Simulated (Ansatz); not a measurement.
input.yaml (Ansatz)

```yaml
crystal:
  lattice:
    - [0.0, 2.020135767, 2.020135767]
    - [2.020135767, 0.0, 2.020135767]
    - [2.020135767, 2.020135767, 0.0]
  atoms:
    - { symbol: Ga, position: [0.0, 0.0, 0.0] }
hamiltonian:
  xc: r2scan
  pseudopotentials:
    kind: paw
    azcp:
      Ga: "pseudopotentials/Ga.paw.azcp"
basis:
  ecutwfc: 500
  fft_grid_basis: typed
kpoints:
  mp_grid: { grid: [15, 15, 15], shift: [0, 0, 0] }
magnetization:
  spin_polarized: false
scf:
  occupations: { method: fermi_dirac, width: 0.1 }
  lower_state_search: "off"
output:
  stress: true
```

Terminal output

```
Engine: ansatz 0.2.0, x86_64-unknown-linux-gnu
Pseudopotentials: kind: paw
Pseudopotential: Ga, paw, valence charge 13, recommended cutoff 500 eV (meta_gga) 
Functional definition: r2SCAN
  parameter k0 = 0.174
  parameter k1 = 0.065
  parameter a1 = 4.9479
  exchange = r2scan_x(k0 = k0, k1 = k1, a1 = a1)
  correlation = r2scan_c
Crystal: 1 atoms, lattice volume = 16.488 Å³
Basis set: ecut = 500 eV, 411 PW (Γ), exchange–correlation on 96×96×96 points (64 copies of the dense FFT grid, shifted against one another)
Bands: 11, of which v1, the nominal top of the filled ones, is band 7 counted from 1 (6 counted from 0)
Symmetry: 48 space group operations
Space group: Fm-3m (ITA 225), of the structure as read, at distance tolerance 2.5e-5 Å
k-points: 120 of 3375
Non-local potential: Ga, projectors of the file, l = 0: 2, l = 1: 2, l = 2: 3, l = 3: 1
PAW form: soft (Blöchl's): semilocal exchange-correlation on the pseudo side does not see the compensation charge
PAW frozen core: Ga, regenerated for the run's functional (the file was generated under x = pbe(κ = 0.804, μ = 0.2195149727645171), c = pbe(β = 0.06672455060314922))
PAW one-centre angular grid: Ga, 590 points (default); XC on 160 Gauss nodes
Initial density: superposition of atomic densities (neutral atoms: chi_scale 0, normalization atom), corrected by the library's trained network
Initial wavefunctions: pseudopotential atomic-orbital guess
Functional: x = r2scan, c = r2scan; τ floored in thin density (d = 2e-4 eV/Å³)
SCF iter   1: F=-3790.107697 eV  HF=-3790.111104 eV  |F-HF|=3.41e-3  |Δ(HF+E_count)|=         —  Δρ=1.13e-2  dr2=8.20e-3  dr2_τ=8.44e-4  ethr=1.77e-3  ⟨swp⟩=5.0  Hψ=7685  notcnv=0
SCF iter   2: F=-3790.116267 eV  HF=-3790.116607 eV  |F-HF|=3.40e-4  |Δ(HF+E_count)|=   5.50e-3  Δρ=1.68e-3  dr2=2.54e-4  dr2_τ=2.45e-5  ethr=6.30e-5  ⟨swp⟩=2.0  Hψ=3564  notcnv=0  defer=39
SCF iter   3: F=-3790.116817 eV  HF=-3790.116648 eV  |F-HF|=1.69e-4  |Δ(HF+E_count)|=   4.11e-5  Δρ=1.87e-3  dr2=1.75e-4  dr2_τ=1.58e-6  ethr=1.95e-6  ⟨swp⟩=2.0  Hψ=2055  notcnv=0  defer=39
SCF iter   4: F=-3790.116852 eV  HF=-3790.116851 eV  |F-HF|=8.14e-7  |Δ(HF+E_count)|=   2.03e-4  Δρ=4.08e-5  dr2=2.09e-7  dr2_τ=2.46e-8  ethr=1.34e-6  ⟨swp⟩=2.0  Hψ=1482  notcnv=0  defer=39
iter 5 did not close the SCF: its close was put off for the readings that it lacked (scf_convergence_deferred on its scf_iter line)
SCF iter   5: F=-3790.116852 eV  HF=-3790.116852 eV  |F-HF|=6.24e-8  |Δ(HF+E_count)|=   8.93e-7  Δρ=1.51e-5  dr2=2.61e-8  dr2_τ=4.08e-10  ethr=1.61e-9  ⟨swp⟩=2.0  Hψ=2068  notcnv=0  defer=39
SCF iter   6: F=-3790.116852 eV  HF=-3790.116852 eV  |F-HF|=2.95e-9  |Δ(HF+E_count)|=   7.13e-8  Δρ=3.82e-6  dr2=2.02e-9  dr2_τ=1.18e-11  ethr=2.01e-10  ⟨swp⟩=2.1  Hψ=4512  notcnv=0
SCF 1 converged in 6 iterations: F = -3790.116852 eV  dr2 = 2.02e-9
SCF converged after 6 iterations
Free energy (F): -3790.116852 eV
Harris-Foulkes:  -3790.116852 eV  (|F-HF|=2.95e-9)
Internal energy: -3790.107783 eV  (E = F + TS)
E sigma→0 (E₀):  -3790.112318 eV
Entropy (-TS):   -0.009069 eV (-9.069 meV/atom)
Fermi energy:    11.740704 eV
--- Per-component energies (eV) ---
  E_band       = -19.776281
  E_kinetic    = 115.443342
  E_local      = -1686.847576  (includes V_loc(G=0)·N_el)
  E_nonlocal   = 424.604484
  E_hartree    = 801.912752
  E_xc         = -63.112352
  E_vxc        = -60.836348  (∫ρ·V_xc dr)
  E_paw        = -2000.676145  (= ΣΔE_a)
  E_vpaw       = -419.370008  (= ΣTr[D̂ρ^β])
  E_aug_tail   = -0.000036  (compensation charges beyond the density's cutoff)
  E_vtau       = 3.403482  (kinetic-family band-sum trace: ∫τ·v_τ [+ j·A + Jᵃ·Aᵃ] dr)
  E_ewald      = -1380.779182
  E_core_change = -0.653070  (= ΣΔE_core)
  E_smearing   = -0.009069  (= −TS)
  E_closure    = -0.000000  (closes the sum)
  Σ components = -3790.116852   (vs F -3790.116852, Δ=0.00e0)
--- Stress (GPa, compression-positive) ---
        5.643249       0.000000      -0.000000
        0.000000       5.643249      -0.000000
       -0.000000      -0.000000       5.643249
  P = ⅓ Tr σ = 5.6432 GPa (56.432 kbar)
```

Command:

```sh
ansatz run input.yaml --threads 1 --pin off --max-ram 3584MiB --backend cpu --events-out ev --progress --plain --runs-dir out
```

On 1 thread of Intel(R) Xeon(R) Platinum 8259CL CPU @ 2.50GHz (Skylake/Cascade Lake) (shared host) this took about 4.9 s of wall time and 4.8 s of CPU time.
